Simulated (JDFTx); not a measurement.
# MgB2 (P6/mmm) in JDFTx: equation of state, part 2 of 2

JDFTx 1.7.0 (patched build). Earlier steps stand in the parts before.

## 7. Equation of state, PBE, 10.07 Å³/atom (volume scaled by 1.04)

Contents of MgB2.in:

```
lattice \
    5.9065218539    -2.9532609270     0.0000000000 \
    0.0000000000     5.1151979736     0.0000000000 \
    0.0000000000     0.0000000000     6.7451139357
coords-type Lattice
ion Mg     0.0000000000     0.0000000000     0.0000000000 1
ion B      0.6666666667     0.3333333333     0.5000000000 1
ion B      0.3333333333     0.6666666667     0.5000000000 1

ion-species pseudo/Mg.upf
ion-species pseudo/B.upf
elec-cutoff 42 336
elec-ex-corr gga-PBE
kpoint-folding 10 10 8
elec-smearing Fermi 0.0018374661
elec-n-bands 14
electronic-SCF nIterations 100 energyDiffThreshold 1e-09
electronic-minimize nIterations 30 energyDiffThreshold 1e-7
forces-output-coords Cartesian

dump-name run.$VAR
dump End Ecomponents EigStats BandEigs Kpoints Forces Stress ElecDensity Dtot KEdensity
```

Potentials or basis: PseudoDojo-SR-PBE-0.5-standard.

Run with:

```sh
$ jdftx -c 1 -i MgB2.in -o MgB2.out
```

The program printed:

```text
*************** JDFTx 1.7.0 (patched build) ***************

Input parsed successfully to the following command list (including defaults):
[... the input with its defaults ...]

---------- Setting up symmetries ----------

Found 24 point-group symmetries of the bravais lattice
Found 24 space-group symmetries with basis
Applied RMS atom displacement 2.78436e-10 bohrs to make symmetries exact.

---------- Initializing the Grid ----------
R =
[      5.90652     -2.95326            0  ]
[            0       5.1152            0  ]
[            0            0      6.74511  ]
unit cell volume = 203.79
G =
[    1.06377   0.614168         -0  ]
[          0    1.22834          0  ]
[          0         -0   0.931517  ]
Minimum fftbox size, Smin = [  52  52  56  ]
Chosen fftbox size, S = [  54  54  56  ]

---------- Initializing tighter grid for wavefunction operations ----------
R =
[      5.90652     -2.95326            0  ]
[            0       5.1152            0  ]
[            0            0      6.74511  ]
unit cell volume = 203.79
G =
[    1.06377   0.614168         -0  ]
[          0    1.22834          0  ]
[          0         -0   0.931517  ]
Minimum fftbox size, Smin = [  36  36  40  ]
Chosen fftbox size, S = [  36  36  40  ]

---------- Exchange Correlation functional ----------
Initalized PBE GGA exchange.
Initalized PBE GGA correlation.

---------- Setting up pseudopotentials ----------
Width of ionic core gaussian charges (only for fluid interactions / plotting) set to 0

Reading pseudopotential file 'pseudo/Mg.upf':
  'Mg' pseudopotential, 'PBE' functional
  Generated using ONCVPSP code by D. R. Hamann
  10 valence electrons, 3 orbitals, 4 projectors, 1001 radial grid points, with lMax = 1
    2S    l: 0   occupation:  2.0   eigenvalue: -2.934267
    2P    l: 1   occupation:  6.0   eigenvalue: -1.713025
    3S    l: 0   occupation:  2.0   eigenvalue: -0.172924
  Core radius for overlap checks: 1.50 bohrs.

Reading pseudopotential file 'pseudo/B.upf':
  'B' pseudopotential, 'PBE' functional
  Generated using ONCVPSP code by D. R. Hamann
  3 valence electrons, 2 orbitals, 4 projectors, 1001 radial grid points, with lMax = 1
    2S    l: 0   occupation:  2.0   eigenvalue: -0.347027
    2P    l: 1   occupation:  1.0   eigenvalue: -0.132548
  Core radius for overlap checks: 1.18 bohrs.

Initialized 2 species with 3 total atoms.

Folded 1 k-points by 10x10x8 to 800 k-points.

---------- Setting up k-points, bands, fillings ----------
Reduced to 70 k-points under symmetry.
Computing the number of bands and number of electrons
Calculating initial fillings.
nElectrons:  16.000000   nBands: 14   nStates: 70

----- Setting up reduced wavefunction bases (one per k-point) -----
average nbasis = 2649.774 , ideal nbasis = 2649.424

---------- Setting up ewald sum ----------
Optimum gaussian width for ewald sums = 1.954869 bohr.
Real space sum over 1089 unit cells with max indices [  5  5  4  ]
Reciprocal space sum over 2535 terms with max indices [  6  6  7  ]

---------- Allocating electronic variables ----------
Initializing wave functions:  linear combination of atomic orbitals
Note: number of bands (14) exceeds available atomic orbitals (13)
Mg pseudo-atom occupations:   s ( 2 2 )  p ( 6 )
B pseudo-atom occupations:   s ( 2 )  p ( 1 )
	FillingsUpdate:  mu: +0.391609569  nElectrons: 16.000000
LCAOMinimize: Iter:   0  F: -64.9973700259866547  |grad|_K:  2.325e-03  alpha:  1.000e+00
	FillingsUpdate:  mu: +0.360453104  nElectrons: 16.000000
LCAOMinimize: Iter:   1  F: -65.0287279365612250  |grad|_K:  1.065e-04  alpha:  7.410e-01  linmin:  7.054e-02  cgtest: -6.525e-01
	FillingsUpdate:  mu: +0.360619770  nElectrons: 16.000000
[... 6 lines of inner loops ...]
LCAOMinimize: Encountered beta<0, resetting CG.
	FillingsUpdate:  mu: +0.361600178  nElectrons: 16.000000
LCAOMinimize: Iter:   5  F: -65.0287813200490490  |grad|_K:  1.563e-07  alpha:  6.812e-01  linmin:  2.456e-05  cgtest: -5.087e-04
LCAOMinimize: Converged (|Delta F|<1.000000e-06 for 2 iters).

-------- Electronic minimization -----------
Will mix electronic density at each iteration.
	FillingsUpdate:  mu: +0.361600178  nElectrons: 16.000000
	FillingsUpdate:  mu: +0.337646147  nElectrons: 16.000000
SCF: Cycle:  0   F: -65.085608366649879   dF: -5.683e-02   |Residual|: 8.181e-02   |deigs|: 1.219e-01
	FillingsUpdate:  mu: +0.329633648  nElectrons: 16.000000
SCF: Cycle:  1   F: -65.098981018508240   dF: -1.337e-02   |Residual|: 3.105e-02   |deigs|: 2.199e-02
	FillingsUpdate:  mu: +0.323645164  nElectrons: 16.000000
SCF: Cycle:  2   F: -65.100851187431928   dF: -1.870e-03   |Residual|: 1.131e-02   |deigs|: 9.408e-03
	FillingsUpdate:  mu: +0.323382518  nElectrons: 16.000000
SCF: Cycle:  3   F: -65.100861720868664   dF: -1.053e-05   |Residual|: 7.855e-04   |deigs|: 1.734e-03
	FillingsUpdate:  mu: +0.323307705  nElectrons: 16.000000
SCF: Cycle:  4   F: -65.100862608734346   dF: -8.879e-07   |Residual|: 4.486e-04   |deigs|: 2.122e-04
	FillingsUpdate:  mu: +0.323324762  nElectrons: 16.000000
SCF: Cycle:  5   F: -65.100862740370374   dF: -1.316e-07   |Residual|: 6.058e-05   |deigs|: 1.143e-04
	FillingsUpdate:  mu: +0.323327314  nElectrons: 16.000000
SCF: Cycle:  6   F: -65.100862767821823   dF: -2.745e-08   |Residual|: 3.235e-05   |deigs|: 6.167e-05
	FillingsUpdate:  mu: +0.323329561  nElectrons: 16.000000
SCF: Cycle:  7   F: -65.100862774022872   dF: -6.201e-09   |Residual|: 5.166e-06   |deigs|: 4.994e-05
	FillingsUpdate:  mu: +0.323329775  nElectrons: 16.000000
SCF: Cycle:  8   F: -65.100862775478390   dF: -1.456e-09   |Residual|: 4.670e-06   |deigs|: 1.193e-04
	FillingsUpdate:  mu: +0.323330794  nElectrons: 16.000000
SCF: Cycle:  9   F: -65.100862775839190   dF: -3.608e-10   |Residual|: 1.398e-06   |deigs|: 4.562e-05
	FillingsUpdate:  mu: +0.323330474  nElectrons: 16.000000
SCF: Cycle: 10   F: -65.100862775936378   dF: -9.719e-11   |Residual|: 4.503e-07   |deigs|: 3.104e-05
SCF: Converged (|Delta E|<1.000000e-09 for 2 iters).

Setting wave functions to eigenvectors of Hamiltonian

# Stress tensor in Cartesian coordinates [Eh/a0^3]:
[  0.000241522            0            0  ]
[            0  0.000241522            0  ]
[            0            0  0.000162659  ]

# Ionic positions in lattice coordinates:
ion Mg   0.000000000000000   0.000000000000000   0.000000000000000 1
ion B   0.666666666666667   0.333333333333333   0.500000000000000 1
ion B   0.333333333333333   0.666666666666667   0.500000000000000 1

# Forces in Cartesian coordinates:
force Mg   0.000000000000000   0.000000000000000   0.000000000000000 1
force B  -0.000000000000000  -0.000000000000000  -0.000000000000000 1
force B   0.000000000000000  -0.000000000000000  -0.000000000000000 1

# Energy components:
   Eewald =      -36.4483237968914722
       EH =       20.5667302045116962
     Eloc =      -58.9962234879123457
      Enl =      -17.9993859784854315
      Exc =      -10.3890556827777356
 Exc_core =        0.1900099210983298
       KE =       37.9755989016973103
-------------------------------------
     Etot =      -65.1006499187596575
       TS =        0.0002128571767265
-------------------------------------
        F =      -65.1008627759363776

IonicMinimize: Iter:   0  F: -65.100862775936378  |grad|_K:  5.916e-36
IonicMinimize: Converged (|grad|_K<1.000000e-04).

#--- Lowdin population analysis ---
# oxidation-state Mg +1.640
# oxidation-state B -0.776 -0.776

Dumping 'run.eigStats' ...
	eMin: -2.447429 at state 0 ( [ +0.000000 +0.000000 +0.000000 ] spin 0 )
	HOMO: +0.322002 at state 61 ( [ +0.200000 +0.400000 +0.125000 ] spin 0 )
	mu  : +0.323330
	LUMO: +0.324595 at state 55 ( [ +0.200000 +0.300000 +0.000000 ] spin 0 )
	eMax: +0.877142 at state 29 ( [ +0.000000 +0.500000 +0.500000 ] spin 0 )
	HOMO-LUMO gap: +0.002593
	Optical gap  : +0.013603 at state 9 ( [ +0.000000 +0.100000 +0.500000 ] spin 0 )
Done!
```

Run time: 70 s. Hardware: 1 thread of Arm Neoverse V2, shared host; peak memory 0.16 GiB.

What came out:

| Item | Value |
| --- | --- |
| Free energy | -1771.4847 eV |
| Pressure | -6.3 GPa |
| Band gap on the k mesh | none (metal or under the smearing width) |
| Loewdin charges | Mg +1.64; B -0.78 e |

## 8. Equation of state, PBE, 10.26 Å³/atom (volume scaled by 1.06)

MgB2.in, as its differences from that of step 7:

```diff
@@ -1,5 +1,5 @@
 lattice \
-    5.9065218539    -2.9532609270     0.0000000000 \
-    0.0000000000     5.1151979736     0.0000000000 \
-    0.0000000000     0.0000000000     6.7451139357
+    5.9441440266    -2.9720720133     0.0000000000 \
+    0.0000000000     5.1477797308     0.0000000000 \
+    0.0000000000     0.0000000000     6.7880776031
 coords-type Lattice
```

Run with:

```sh
$ jdftx -c 1 -i MgB2.in -o MgB2.out
```

Wall time 72 s (1 thread of Arm Neoverse V2, shared host); peak memory 0.16 GiB.

The run converged. Its results:

* Free energy: -1771.4575 eV
* Pressure: -8.7 GPa
* Band gap on the k mesh: none (metal or under the smearing width)
* Loewdin charges: Mg +1.64; B -0.77 e

## 9. Equation of state, PBE

Potentials or basis: PseudoDojo-SR-PBE-0.5-standard.

No new run: the results of the series are fitted here.

Results:

* Equilibrium volume: 9.62 Å³/atom
* Bulk modulus at fixed shape and positions: 152 GPa
* Pressure derivative of the bulk modulus: 3.6

Energy against volume, from the lowest point:
```csv
volume (Å³/atom),energy (meV/atom)
9.098,14.58
9.292,5.52
9.485,0.78
9.679,0.00
9.873,2.80
10.066,8.88
10.260,17.95
```

Caveat: the cell was scaled at fixed shape and fractional positions, which overstates the stiffness of a crystal with free parameters, most of all of layers and chains.
